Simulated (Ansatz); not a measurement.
**Arsenic, diamond: HSE06 after PBE**

Aim: see what exact exchange does to the levels, and what it costs. Spin polarisation is left out. The geometry was relaxed under PBE beforehand and is kept. Exact exchange is dear, so the k-mesh is coarse, and PBE is run on the same mesh for comparison.

Computed with Ansatz 0.2.0 (DFT, plane waves (420 eV) with PBE-made PAW files, scalar-relativistic; functionals as named at each step, unless a step says otherwise).

**1. The structure to begin with**

The structure is cubic, space group Fd-3m (No. 227). The conventional cell has a = 6.116 Å, b = 6.116 Å, c = 6.116 Å, α = 90.00°, β = 90.00°, γ = 90.00°. Around As (site symmetry -43m) lie 4 As at 2.65 Å.

Structure file:

```xyz
2
Lattice="0.0000 3.0581 3.0581 3.0581 0.0000 3.0581 3.0581 3.0581 0.0000" Properties=species:S:1:pos:R:3 pbc="T T T"
As    0.7645    0.7645    0.7645
As    5.3516    5.3516    5.3516
```

**2. PBE, coarse mesh**

The run with PBE.

input.yaml reads:

```yaml
crystal:
  lattice:
    - [0.0, 3.0580591033, 3.0580591033]
    - [3.0580591033, 0.0, 3.0580591033]
    - [3.0580591033, 3.0580591033, 0.0]
  atoms:
    - { symbol: As, position: [0.125, 0.125, 0.125] }
    - { symbol: As, position: [0.875, 0.875, 0.875] }
hamiltonian:
  xc: pbe
  pseudopotentials:
    kind: paw
    azcp:
      As: "pseudopotentials/As.paw.azcp"
basis:
  ecutwfc: 420
  fft_grid_basis: typed
kpoints:
  mp_grid: { grid: [5, 5, 5], shift: [0, 0, 0] }
magnetization:
  spin_polarized: false
scf:
  occupations: { method: fermi_dirac, width: 0.1 }
```

Launch:

```bash
> ansatz run input.yaml --threads 4 --pin off --max-ram 8192MiB --backend cpu --events-out ev --progress --plain --runs-dir out
```

Output, shortened:

```text
Warning: RAYON_NUM_THREADS=4 ignored (pool sized by the plan → 4); use --threads N
[...]
Pseudopotentials: kind: paw
Pseudopotential: As, paw, valence charge 15, recommended cutoff 420 eV (normal), <dir>
Functional definition: PBE
[...]
Crystal: 2 atoms, lattice volume = 57.196 Å³
Basis set: ecut = 420 eV, 1139 PW (Γ)
Bands: 19, of which v1, the nominal top of the filled ones, is band 15 counted from 1 (14 counted from 0)
Symmetry: 48 space group operations
Space group: Fd-3m (ITA 227), of the structure as read, at distance tolerance 3.9e-5 Å
k-points: 10 of 125
[...]
SCF iter   1: F=—  HF=-9711.684486 eV  |F-HF|=—  |Δ(HF+E_count)|=         —  Δρ=7.02e-4  dr2=1.28e-4  ethr=1.77e-3  ⟨swp⟩=5.2  Hψ=862  notcnv=0
[...]
SCF iter   6: F=-9711.684733 eV  HF=-9711.684733 eV  |F-HF|=1.42e-10  |Δ(HF+E_count)|=   4.96e-9  Δρ=3.00e-7  dr2=4.57e-11  ethr=6.79e-12  ⟨swp⟩=1.0  Hψ=573  notcnv=0
[...]
SCF converged after 6 iterations
Free energy (F): -9711.684733 eV
[...]
E sigma→0 (E₀):  -9711.669231 eV
Entropy (-TS):   -0.031005 eV (-15.502 meV/atom)
Fermi energy:    7.151047 eV
[...]
```

It took 0.32 s on 4 threads of Arm Neoverse V1, shared host; peak memory 0.28 GiB.

**3. HSE06 on the coarse mesh**

The run with HSE06.

input.yaml: that of step 2 with these lines changed.

```diff
@@ -9,3 +9,3 @@
 hamiltonian:
-  xc: pbe
+  xc: hse06
   pseudopotentials:
```

Launch:

```bash
> ansatz run input.yaml --threads 4 --pin off --max-ram 8192MiB --backend cpu --events-out ev --progress --plain --runs-dir out
```

Output, shortened:

```text
Warning: RAYON_NUM_THREADS=4 ignored (pool sized by the plan → 4); use --threads N
[...]
Pseudopotentials: kind: paw
Pseudopotential: As, paw, valence charge 15, recommended cutoff 420 eV (normal), <dir>
Functional definition: HSE06
[...]
Crystal: 2 atoms, lattice volume = 57.196 Å³
Basis set: ecut = 420 eV, 1139 PW (Γ)
Bands: 19, of which v1, the nominal top of the filled ones, is band 15 counted from 1 (14 counted from 0)
Symmetry: 48 space group operations
Space group: Fd-3m (ITA 227), of the structure as read, at distance tolerance 3.9e-5 Å
k-points: 10 of 125
[...]
SCF iter   1: F=—  HF=-9711.684084 eV  |F-HF|=—  |Δ(HF+E_count)|=         —  Δρ=6.80e-4  dr2=1.18e-4  ethr=1.77e-3  ⟨swp⟩=7.2  Hψ=731  notcnv=0
[...]
Frozen-core exchange: fock
[...]
SCF 2 stopped early in 6 iterations: F = -9713.607480 eV  dr2 = 4.69e-6
hybrid outer 1: dexx = +5.902e-3 eV, tail = 8.06e-5 eV
[...]
Frozen-core exchange: fock
[...]
SCF iter   4: F=-9713.607860 eV  HF=-9713.607860 eV  |F-HF|=3.06e-8  |Δ(HF+E_count)|=   1.66e-6  Δρ=9.28e-6  dr2=3.80e-8  ethr=1.54e-10  ⟨swp⟩=4.0  Hψ=700  notcnv=0
[...]
hybrid outer 2: dexx = +1.995e-6 eV, tail = 2.07e-7 eV, Δε = 4.28e-3 eV (about 3.32e-4 eV left of the loop's levels)
hybrid SCF converged: 2 outer / 10 inner (+7 warm-up), last move |dexx| = 1.99e-6 eV, tail = 2.07e-7 eV
Stability not checked: this state was not tested for a lower state beside it, because the functional holds exact exchange (a hybrid, or Hartree-Fock), whose exchange loop this test does not read (fock_operator; see scf.lower_state_search)
Free energy (F): -9713.607860 eV
Frozen-core exchange: fock
[...]
E sigma→0 (E₀):  -9713.593341 eV
Entropy (-TS):   -0.029037 eV (-14.518 meV/atom)
Fermi energy:    7.159268 eV
[...]
--- Band table (eV; the first three rows and the last of 10) ---
  k-point 0: bands = ["-33.1102", "-33.1102", "-33.1102", "-33.0955", "-33.0955", "-33.0480", "-33.0480", "-33.0457", "-33.0457", "-33.0457", "-8.4594", "0.1627", "4.3466", "4.3466", "4.3466", "7.6668", "7.6668", "7.6668", "12.0305"]
[...]
```

Wall time 4.5 s (4 threads of Arm Neoverse V1, shared host); peak memory 1 GiB.

**4. The functionals compared**

```tsv
functional	gap on the mesh	Fermi energy (eV)	SCF cycles	exchange loops	CPU time
PBE	none (levels filled in part)	7.151	6	-	0.77 s
HSE06	none (levels filled in part)	7.159	17	2	15 s
```

**5. Summary of results**

```
                            quantity                         value
                            PBE: gap  none (levels filled in part)
                          HSE06: gap  none (levels filled in part)
   HSE06: SCF cycles, exchange loops                         17, 2
    HSE06: CPU time over that of PBE                            19
HSE06: relative to grey arsenic (A7)                 +429 meV/atom
```

What this shows: Neither PBE nor HSE06 shows a clean gap on this mesh. HSE06 cost 19 times the CPU time of PBE. HSE06 needed 2 outer loops of the exchange operator. The dense-mesh value adds +15.8 meV/atom, the change that PBE shows between the coarse mesh and its own dense run (not shown). Under HSE06 it lies 429 meV/atom above grey arsenic (A7) (computed apart in the same way); on such meshes a few tens of meV are uncertain for metals. The total energies in the logs cannot be compared from one functional to another.
